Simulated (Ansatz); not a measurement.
# Sn under changes of volume

One of the cells (27.650 Å³/atom); the others are scaled copies at fixed shape and fractional positions:

```
CELL_PARAMETERS angstrom
-2.94014 2.94014 1.59930
2.94014 -2.94014 1.59930
2.94014 2.94014 -1.59930
ATOMIC_POSITIONS crystal
Sn 0.00000 0.00000 0.00000
Sn 0.75000 0.25000 0.50000
```

| Quantity | Value |
| --- | --- |
| Program | Ansatz 0.2.0 |
| Functional | PBEsol |
| Potentials or basis | all-electron LAPW, scalar-relativistic |
| Cutoff | 224 eV (chosen from the basis error) |
| Basis error allowed | 0.0005 eV/atom |
| k mesh | 9 × 9 × 9 |
| Occupations | fermi-dirac, width 0.05 eV |
| Spin | no spin polarisation |

| volume (Å³/atom) | energy over the lowest point (meV/atom) | pressure (GPa) |
| --- | --- | --- |
| 25.991 | 5.41 | 2.1 |
| 26.544 | 0.58 | 0.8 |
| 27.097 | 0.00 | -0.4 |
| 27.650 | 3.21 | -1.4 |
| 28.203 | 9.79 | -2.4 |
| 28.756 | ? | ? |
| 29.309 | 31.71 | -3.9 |

**Question.** What does the run at 28.756 Å³/atom give?

**Answer.** Energy over the lowest point 19.40 meV/atom; pressure -3.2 GPa.

Worked out: A Birch-Murnaghan fit of order 3 (a polynomial in V^(-2/3)) to the other rows has its minimum at 26.90 Å³/atom with B0 = V·E''(V) = 56 GPa and B' = 4.5 at fixed shape and positions, which overstates the stiffness. It gives 19.40 meV/atom at 28.756 Å³/atom, against the run's 19.40, and -dE/dV = -3.2 GPa, against -3.2.

Energies are extrapolated to zero smearing.
